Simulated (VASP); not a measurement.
# InP (F-43m) in VASP: settings compared, part 2 of 2

VASP 6.6.1. Earlier steps stand in the parts before.

## Step 3: Single point, BLYP

This run uses another cell than the first one, of 25.17 Å³/atom, 0.951 times its volume.

The input, INCAR:

```
SYSTEM = InP
  AGGAC = 1.0
  AGGAX = 1.0
  ALDAC = 0.0
  ALDAX = 1.0
  ALGO = Normal
  EDIFF = 1E-6
  ENCUT = 520
  GGA = B5
  ISIF = 2
  ISMEAR = -1
  LASPH = .True.
  LCHARG = .False.
  LREAL = .False.
  LWAVE = .False.
  NBANDS = 16
  NELM = 80
  PREC = Accurate
  SIGMA = 0.05
```

The input, KPOINTS:

```
k-points
0
Gamma
  8 8 8
  0 0 0
```

The input, POSCAR:

```
InP
1.0
    0.0000000000      2.9305000000      2.9305000000
    2.9305000000      0.0000000000      2.9305000000
    2.9305000000      2.9305000000      0.0000000000
In P
1 1
Direct
    0.0000000000      0.0000000000      0.0000000000
    0.7500000000      0.7500000000      0.7500000000
```

Potentials or basis: VASP PAW PBE potentials, release 64 (In_d, P).

Started as:

```console
$ cat potpaw_PBE.64/In_d/POTCAR potpaw_PBE.64/P/POTCAR > POTCAR
$ mpirun -np 1 vasp_std > vasp.out
```

OUTCAR:

```text
SYSTEM = InP
   EDIFF = 1E-6
   ENCUT = 520
   GGA = B5
   ISIF = 2
   ISMEAR = -1
   LASPH = .True.
   LREAL = .False.
   NELM = 80
   PREC = Accurate

 ion  position               nearest neighbor table
   1  0.000  0.000  0.000-   2 2.54   2 2.54   2 2.54   2 2.54
   2  0.750  0.750  0.750-   1 2.54   1 2.54   1 2.54   1 2.54

  LATTYP: Found a face centered cubic cell.
 ALAT       =     5.8610000000

  Lattice vectors:

 A1 = (   0.0000000000,   2.9305000000,   2.9305000000)
 A2 = (   2.9305000000,   0.0000000000,   2.9305000000)
 A3 = (   2.9305000000,   2.9305000000,   0.0000000000)

Analysis of symmetry for initial positions (statically):
=====================================================================
 Subroutine PRICEL returns:
 Original cell was already a primitive cell.

 Routine SETGRP: Setting up the symmetry group for a
 face centered cubic supercell.

 Subroutine GETGRP returns: Found 24 space group operations
 (whereof 24 operations were pure point group operations)
 out of a pool of 48 trial point group operations.

The static configuration has the point symmetry T_d .

Analysis of symmetry for dynamics (positions and initial velocities):
=====================================================================
 Subroutine PRICEL returns:
 Original cell was already a primitive cell.

 Routine SETGRP: Setting up the symmetry group for a
 face centered cubic supercell.

 Subroutine GETGRP returns: Found 24 space group operations
 (whereof 24 operations were pure point group operations)
 out of a pool of 48 trial point group operations.

The dynamic configuration has the point symmetry T_d .

 Subroutine INISYM returns: Found 24 space group operations
 (whereof 24 operations are pure point group operations),
 and found     1 'primitive' translations

----------------------------------------------------------------------------------------

                                     Primitive cell

  volume of cell :      50.3333

  direct lattice vectors                    reciprocal lattice vectors
     0.000000000  2.930500000  2.930500000    -0.170619348  0.170619348  0.170619348
     2.930500000  0.000000000  2.930500000     0.170619348 -0.170619348  0.170619348
     2.930500000  2.930500000  0.000000000     0.170619348  0.170619348 -0.170619348

  length of vectors
     4.144352845  4.144352845  4.144352845     0.295521380  0.295521380  0.295521380

  position of ions in fractional coordinates (direct lattice)
     0.000000000  0.000000000  0.000000000
     0.750000000  0.750000000  0.750000000

  ion indices of the primitive-cell ions
   primitive index   ion index
                 1           1
                 2           2

----------------------------------------------------------------------------------------

 KPOINTS: k-points

Automatic generation of k-mesh.
 Grid dimensions read from file:
 generate k-points for:    8    8    8

 Generating k-lattice:

  Cartesian coordinates                     Fractional coordinates (reciprocal lattice)
    -0.021327419  0.021327419  0.021327419     0.125000000  0.000000000  0.000000000
     0.021327419 -0.021327419  0.021327419     0.000000000  0.125000000  0.000000000
     0.021327419  0.021327419 -0.021327419     0.000000000  0.000000000  0.125000000

  Length of vectors
     0.036940172  0.036940172  0.036940172

  Shift w.r.t. Gamma in fractional coordinates (k-lattice)
     0.000000000  0.000000000  0.000000000

 Subroutine IBZKPT returns following result:
 ===========================================

 Found     29 irreducible k-points:

 Following reciprocal coordinates:
            Coordinates               Weight
  0.000000  0.000000  0.000000      1.000000
  0.125000  0.000000  0.000000      8.000000
  0.250000  0.000000  0.000000      8.000000
  0.375000  0.000000  0.000000      8.000000
  0.500000  0.000000  0.000000      4.000000
  0.125000  0.125000  0.000000      6.000000
[... 16 lines left out ...]
  0.500000  0.250000  0.125000     48.000000
 -0.375000  0.250000  0.125000     24.000000
 [... further k-points ...]
   k-points           NKPTS =     29   k-points in BZ     NKDIM =     29   number of bands    NBANDS=     16
   number of dos      NEDOS =    301   number of ions     NIONS =      2
   total plane-waves  NPLWV =  32768
   dimension x,y,z NGX =    32 NGY =   32 NGZ =   32
   dimension x,y,z NGXF=    64 NGYF=   64 NGZF=   64
   ions per type =               1   1
   NGX,Y,Z   is equivalent  to a cutoff of  12.84, 12.84, 12.84 a.u.
   NGXF,Y,Z  is equivalent  to a cutoff of  25.67, 25.67, 25.67 a.u.
 SYSTEM =  InP
   PREC   = accura    normal or accurate (medium, high low for compatibility)
   ISTART =      0    job   : 0-new  1-cont  2-samecut
   ICHARG =      2    charge: 1-file 2-atom 10-const
   ISPIN  =      1    spin polarized calculation?
   LNONCOLLINEAR =      F non collinear calculations
   LSORBIT =      F    spin-orbit coupling
   LASPH  =      T    aspherical Exc in radial PAW
   ENCUT  =  520.0 eV  38.22 Ry    6.18 a.u.   7.71  7.71  7.71*2*pi/ulx,y,z
   NELM   =     80;   NELMIN=  2; NELMDL= -5     # of ELM steps
   EDIFF  = 0.1E-05   stopping-criterion for ELM
   LREAL  =      F    real-space projection
   EDIFFG = 0.1E-04   stopping-criterion for IOM
   NSW    =      0    number of steps for IOM
   IBRION =     -1    ionic relax: 0-MD 1-quasi-New 2-CG
   NFREE  =      0    steps in history (QN), initial steepest desc. (CG)
   ISIF   =      2    stress and relaxation
   ISYM   =      2    0-nonsym 1-usesym 2-fastsym
   POTIM  = 0.5000    time-step for ionic-motion
   TEBEG  =    0.0;   TEEND  =   0.0 temperature during run
   PSTRESS=    0.0 pullay stress
   NELECT =      18.0000    total number of electrons
   NUPDOWN=      -1.0000    fix difference up-down
   EMIN   =  10.00;   EMAX   =-10.00  energy-range for DOS
   EFERMI =   0.00;   METHOD = LEGACY
   ISMEAR =    -1;   SIGMA  =   0.05  broadening in eV -4-tet -1-fermi 0-gaus
   EFERMI_NEDOS =   21; number of points for ismear=-14 and -15
   IALGO  =     38    algorithm
   IMIX   =      4    mixing-type and parameters
     AMIX     =   0.40;   BMIX     =  1.00
     AMIX_MAG =   1.60;   BMIX_MAG =  1.00
  volume/ion in A,a.u.               =      25.17       169.83
  Fermi-wavevector in a.u.,A,eV,Ry     =   1.162021  2.195901 18.371846  1.350293
  Thomas-Fermi vector in A             =   2.298587
   LORBIT       =      0    0 simple, 1 ext, 2 COOP (PROOUT), +10 PAW based schemes
   GGA     = B5    functional components
   LHFCALC =     F    Hartree Fock is set to
   AEXX    =    0.0000 exact exchange contribution
   IVDW    =     0    specifies the selected vdW correction
   LEPSILON=     F    determine dielectric tensor
   LRPA    =     F    only Hartree local field effects (RPA)
 non-spin polarized calculation
  energy-cutoff  :      520.00
  volume of cell :       50.33
 maximum number of plane-waves:      1380
   NGX = 15   NGY = 15   NGZ = 15

 number of electron      18.0000005 magnetization

 Free energy of the ion-electron system (eV)
  ---------------------------------------------------
  ext. energy  EPLUGINS =         0.00000000
  ---------------------------------------------------
  free energy    TOTEN  =        -7.05565030 eV

  energy without entropy =       -7.05563989  energy(sigma->0) =       -7.05564509

 E-fermi :   5.9626     XC(G=0):  -8.7163

 val. band max:        5.6174981575   @ k =   0.0000   0.0000   0.0000
 cond. band min:       6.2447766639   @ k =   0.0000   0.0000   0.0000
 fundamental gap:      0.6272785064
 Fermi energy:         5.9625697888

 k-point     1 :       0.0000    0.0000    0.0000
  band No.  band energies     occupation
      1      -8.6096      2.00000
      2      -8.6096      2.00000
      3      -8.6096      2.00000
      4      -8.4557      2.00000
      5      -8.4557      2.00000
      6      -5.8977      2.00000
[... 8 lines left out ...]
     15      15.1952      0.00000
     16      15.1952      0.00000
[... 419 lines left out ...]
 k-point    24 :      -0.3750    0.2500    0.1250
  band No.  band energies     occupation
      1      -8.7411      2.00000
      2      -8.5611      2.00000
      3      -8.5412      2.00000
      4      -8.4611      2.00000
      5      -8.4429      2.00000
      6      -3.8804      2.00000
[... 8 lines left out ...]
     15      16.4667      0.00000
     16      17.0323      0.00000

 [... further k-points ...]

------------------------ aborting loop because EDIFF is reached ----------------------------------------

  FORCE on cell =-STRESS in cart. coord.  units (eV):
  Direction    XX          YY          ZZ          XY          YZ          ZX
  --------------------------------------------------------------------------------------
  -------------------------------------------------------------------------------------
  Total        2.1294127      2.1294127      2.1294127     -0.0000000      0.0000000      0.0000000
  in kB       67.7821367     67.7821367     67.7821367     -0.0000000      0.0000000      0.0000000
  external PRESSURE =      67.7821367 kB  Pullay stress =       0.0000000 kB

 VOLUME and BASIS-vectors are now :
 -----------------------------------------------------------------------------
  energy-cutoff  :      520.00
  volume of cell :       50.33
      direct lattice vectors                 reciprocal lattice vectors
     0.000000000  2.930500000  2.930500000    -0.170619348  0.170619348  0.170619348
     2.930500000  0.000000000  2.930500000     0.170619348 -0.170619348  0.170619348
     2.930500000  2.930500000  0.000000000     0.170619348  0.170619348 -0.170619348

 POSITION                                       TOTAL-FORCE (eV/Angst)
 -----------------------------------------------------------------------------------
      0.00000      0.00000      0.00000         0.000000      0.000000      0.000000
      4.39575      4.39575      4.39575        -0.000000     -0.000000     -0.000000
 -----------------------------------------------------------------------------------
    total drift:                                0.000000      0.000000     -0.000000

  FREE ENERGIE OF THE ION-ELECTRON SYSTEM (eV)
  ---------------------------------------------------
  free  energy   TOTEN  =        -7.0556502964 eV

  energy  without entropy=       -7.0556398886  energy(sigma->0) =       -7.05564509
```

Wall time 21 s (1 thread of Intel Xeon 6975P-C (Granite Rapids), shared host); peak memory 0.17 GiB.

What came out:

* Free energy: -7.0557 eV
* Pressure: 6.8 GPa
* Band gap on the k mesh: 0.63 eV, direct

Caveat: the PAW data sets were made with another functional, which shifts forces and pressure a little; spin-orbit coupling is left out, which moves the levels of the heavy elements. BLYP gaps usually lie below the measured ones, often by a third to a half.

## Step 4: Single point, LDA

This run uses another cell than the first one, of 25.67 Å³/atom, 0.970 times its volume.

The input, INCAR:

```
ALGO = Normal
EDIFF = 1E-7
ENCUT = 520
ISIF = 2
ISMEAR = -1
LASPH = T
LCHARG = T
LELF = T
LREAL = F
LVHAR = T
LWAVE = F
NBANDS = 16
NELM = 60
PREC = Accurate
SIGMA = 0.05
```

The input, KPOINTS:

```
k-points
0
Gamma
  8 8 8
```

The input, POSCAR:

```
InP
1.0
    0.0000000000      2.9499078504      2.9499078504
    2.9499078504      0.0000000000      2.9499078504
    2.9499078504      2.9499078504      0.0000000000
In P
1 1
Direct
    0.0000000000      0.0000000000      0.0000000000
    0.7500000000      0.7500000000      0.7500000000
```

Potentials or basis: VASP PAW LDA potentials, release 64 (In_d, P).

Started as:

```console
$ cat potpaw_LDA.64/In_d/POTCAR potpaw_LDA.64/P/POTCAR > POTCAR
$ mpirun -np 1 vasp_std > vasp.out
```

Wall time 16 s (1 thread of Intel Xeon 6975P-C, shared host); peak memory 0.16 GiB.

Results (log left out):

```
Free energy            : -9.6581 eV
Pressure               : -2.4 GPa
Band gap on the k mesh : 0.40 eV, direct
```

Levels at points of the mesh, in eV from the valence-band top:
| k point | band 6 | band 7 | band 8 | band 9 | band 10 | band 11 | band 12 | band 13 |
| --- | --- | --- | --- | --- | --- | --- | --- | --- |
| (0.00, 0.00, 0.00) | -11.41 | 0.00 | 0.00 | 0.00 | 0.40 | 3.96 | 3.96 | 3.96 |
| (0.50, 0.00, 0.00) | -9.72 | -5.73 | -0.96 | -0.96 | 1.28 | 4.70 | 4.70 | 6.85 |
| (0.50, 0.50, 0.00) | -9.07 | -5.78 | -2.29 | -2.29 | 1.63 | 2.13 | 8.87 | 9.30 |

Caveat: spin-orbit coupling is left out, which moves the levels of the heavy elements.

## Step 5: Single point, RPBE+D4

This run uses another cell than the first one, of 25.67 Å³/atom, 0.970 times its volume.

The input, INCAR:

```
PREC = Accurate
ENCUT = 520
EDIFF = 1E-6
ISMEAR = -1
SIGMA = 0.05
LREAL = F
LASPH = T
NELM = 60
ALGO = Normal
ISIF = 2
LWAVE = F
LCHARG = T
GGA = RP
IVDW = 13
LELF = T
LVHAR = T
NBANDS = 16
```

The input, KPOINTS:

```
Automatic mesh
0
Gamma
  8 8 8
```

POSCAR is that of step 4.

Potentials or basis: VASP PAW PBE potentials, release 64 (In_d, P).

Started as:

```console
$ cat potpaw_PBE.64/In_d/POTCAR potpaw_PBE.64/P/POTCAR > POTCAR
$ mpirun -np 1 vasp_std > vasp.out
```

It took 19 s on 1 thread of Intel Xeon 6975P-C, shared host; peak memory 0.18 GiB.

Results (log left out):

* Free energy: -8.9067 eV
* Pressure: -0.5 GPa
* Band gap on the k mesh: 0.74 eV, direct
* Dispersion energy per atom: -0.593 eV

Levels at points of the mesh, in eV from the valence-band top:
| k point | band 7 | band 8 | band 9 | band 10 | band 11 | band 12 |
| --- | --- | --- | --- | --- | --- | --- |
| (0.00, 0.00, 0.00) | 0.00 | 0.00 | 0.00 | 0.74 | 4.14 | 4.14 |
| (0.50, 0.00, 0.00) | -5.57 | -0.94 | -0.94 | 1.55 | 4.86 | 4.86 |
| (0.50, 0.50, 0.00) | -5.61 | -2.24 | -2.24 | 1.92 | 2.35 | 9.24 |

Caveat: the PAW data sets were made with another functional, which shifts forces and pressure a little; spin-orbit coupling is left out, which moves the levels of the heavy elements.

## Step 6: Single point, RPBE+D4

This run uses another cell than the first one, of 26.17 Å³/atom, 0.989 times its volume.

The input, INCAR:

```
PREC     = Accurate       # precision mode
ENCUT    = 520            # plane-wave cutoff, eV
EDIFF    = 1E-6           # SCF threshold, eV
ISMEAR   = -1             # smearing method
SIGMA    = 0.05           # smearing width, eV
LREAL    = False          # projectors in reciprocal space
LASPH    = True           # aspherical terms in the spheres
NELM     = 60             # most SCF steps
ALGO     = Normal         # electronic algorithm
ISIF     = 2              # what is computed and relaxed
LWAVE    = False          # write WAVECAR
LCHARG   = False          # write CHGCAR
GGA      = RP             # functional
IVDW     = 13             # dispersion correction
NBANDS   = 16             # bands
```

KPOINTS is that of step 5.

The input, POSCAR:

```
InP
1.0
    0.0000000000      2.9690636329      2.9690636329
    2.9690636329      0.0000000000      2.9690636329
    2.9690636329      2.9690636329      0.0000000000
In P
1 1
Direct
    0.0000000000      0.0000000000      0.0000000000
    0.7500000000      0.7500000000      0.7500000000
```

Potentials or basis: VASP PAW PBE potentials, release 64 (In_d, P).

Started as:

```console
$ cat potpaw_PBE.64/In_d/POTCAR potpaw_PBE.64/P/POTCAR > POTCAR
$ mpirun -np 1 vasp_std > vasp.out
```

It took 19 s on 1 thread of Intel Xeon 6975P-C, shared host; peak memory 0.18 GiB.

It converged, with:

* Free energy: -8.9002 eV
* Pressure: -1.6 GPa
* Band gap on the k mesh: 0.63 eV, direct
* Dispersion energy per atom: -0.581 eV

Levels at points of the mesh, in eV from the valence-band top:
```tsv
k point	band 7	band 8	band 9	band 10	band 11	band 12
(0.00, 0.00, 0.00)	0.00	0.00	0.00	0.63	4.14	4.14
(0.50, 0.00, 0.00)	-5.47	-0.91	-0.91	1.51	4.85	4.85
(0.50, 0.50, 0.00)	-5.53	-2.17	-2.17	1.95	2.35	9.13
```

Caveat: the PAW data sets were made with another functional, which shifts forces and pressure a little; spin-orbit coupling is left out, which moves the levels of the heavy elements.

## Step 7: Overview

| level | potentials or basis | cell | gap on the mesh (eV) | pressure (GPa) |
| --- | --- | --- | --- | --- |
| PBE | VASP PAW PBE potentials, release 64 (In_d, P) | a = 4.215 Å, angles 60.0°, 2 atoms | 0.44 | -0.1 |
| BLYP | VASP PAW PBE potentials, release 64 (In_d, P) | a = 4.144 Å, angles 60.0°, 2 atoms | 0.63 | 6.8 |
| LDA | VASP PAW LDA potentials, release 64 (In_d, P) | a = 4.172 Å, angles 60.0°, 2 atoms | 0.40 | -2.4 |
| RPBE+D4 | VASP PAW PBE potentials, release 64 (In_d, P) | a = 4.172 Å, angles 60.0°, 2 atoms | 0.74 | -0.5 |
| RPBE+D4 | VASP PAW PBE potentials, release 64 (In_d, P) | a = 4.199 Å, angles 60.0°, 2 atoms | 0.63 | -1.6 |

Alike in all rows: task single point; no spin polarisation; k mesh 8 × 8 × 8; cutoff (eV) 520; smearing fermi-dirac 0.05 eV.

Caveats: spin-orbit coupling is left out, which moves the levels of the heavy elements; the PAW data sets were made with another functional, which shifts forces and pressure a little (some runs).

Total energies depend on the potentials used, so only differences within one code and one set of settings carry meaning.

## Step 8: Comparison with measurements

Step 2. Against the measured gap of InP, 1.4236 eV (direct; 1.6 K; a printed reference work, data compilation), the calculated 0.44 eV is off by -0.99 eV. Spin-orbit coupling on In is left out. The value is that of PBE, without temperature or zero-point motion. Semilocal functionals fall short of measured gaps as a rule.

Step 4. Against the measured gap of InP, 1.4236 eV (direct; 1.6 K; a printed reference work, data compilation), the calculated 0.40 eV is off by -1.02 eV. So large a miss can be the level of theory's own, or it may mean another phase, state or a wrong row. Spin-orbit coupling on In is left out. The value is that of LDA, without temperature or zero-point motion. Semilocal functionals fall short of measured gaps as a rule.

Step 5. Measured gap of InP: 1.4236 eV (direct; 1.6 K; a printed reference work, data compilation). This calculation gives 0.74 eV (-0.69 eV). Spin-orbit coupling on In is left out. The value is that of RPBE+D4, without temperature or zero-point motion. Semilocal functionals fall short of measured gaps as a rule.

Step 6. Measured gap of InP: 1.4236 eV (direct; 1.6 K; a printed reference work, data compilation). This calculation gives 0.63 eV (-0.79 eV). Spin-orbit coupling on In is left out. The value is that of RPBE+D4, without temperature or zero-point motion. Semilocal functionals fall short of measured gaps as a rule.
